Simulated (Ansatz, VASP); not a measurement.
# Two plane-wave programs on Si

```
Si
1.0
     0.00000    2.73511    2.73511
     2.73511    0.00000    2.73511
     2.73511    2.73511    0.00000
Si
2
Direct
  0.00000 0.00000 0.00000
  0.25000 0.25000 0.25000
```

Alike in both runs: functional PBE; k mesh 10 × 10 × 10; occupations gaussian, width 0.01 eV; no spin polarisation.

Ansatz relaxed the structure, and its values are those at the end. VASP's run is a single point on that final structure, the one shown.

|  | VASP | Ansatz |
| --- | --- | --- |
| version | VASP 6.6.1 | Ansatz 0.2.0 |
| potentials or method | VASP PAW PBE potentials, release 64 (Si) | scalar-relativistic, plane waves, PAW |
| plane-wave cutoff (eV) | 520 | 420 |
| valence electrons in the cell | 8 | 8 |

Ansatz gave:

| Property | Result |
| --- | --- |
| gap on the k mesh at the Fermi level (eV) | 0.62 |
| least direct gap on the mesh (eV) | 2.55 |
| pressure (GPa) | 0.0 |

Estimate VASP's values.

gap on the k mesh at the Fermi level (eV): 0.62; least direct gap on the mesh (eV): 2.56; pressure (GPa): -0.1.

A k mesh can miss the band edges. PBE gaps usually lie below the measured ones, often by a third to a half.
